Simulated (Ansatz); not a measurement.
**WC: energy along a strain**

WC, P-6m2, a = 2.898 Å, c = 2.828 Å. Ansatz: PBEsol, PAW, 420 eV, Γ-centred 24×24×22 mesh on 2 atoms, Gaussian smearing 0.15 eV; no spin polarisation. Cell vectors (Å): 2.898 0.000 0.000; -1.449 2.510 0.000; 0.000 0.000 2.828. The cell is strained by x per cent times the pattern (0 1 0 0 0 0) in the order xx yy zz yz xz xy (engineering shears), with fractional coordinates held. y is the free energy over the start, V0 = 10.286 Å³/atom.

| x (%) | y (meV/atom) |
| --- | --- |
| -4.00 | 42.31 |
| -2.00 | ? |
| 0.00 | 0.00 |
| 1.00 | 2.27 |
| 3.00 | 20.08 |
| 4.00 | 35.09 |

Question: Fit y = c1 x + c2 x² + c3 x³ to the other rows, get the stiffness along the pattern, and predict the missing energy.

Answer: Least squares on the rows shown. y = −0.11557 x + 2.4186 x² − 0.049220 x³. The clamped-ion stiffness p·C·p = 2 × 24.19 eV × 160.2 / 10.286 Å³ = 753 GPa, which is C22 in these axes; c1 is there for the stress left in the start, which by itself gives a slope of -0.09 meV/atom per %. At x = -2.00 the fit asked for gives 10.30 meV/atom. The run gave 10.26 meV/atom, so the fit is 0.04 meV/atom too high, a small miss on the scale of the series.

Spin–orbit coupling is left out, which can shift energies with elements as heavy as these.

Cost: 6 runs of about 4 core-minutes in all, on Arm Neoverse V2 (shared hosts).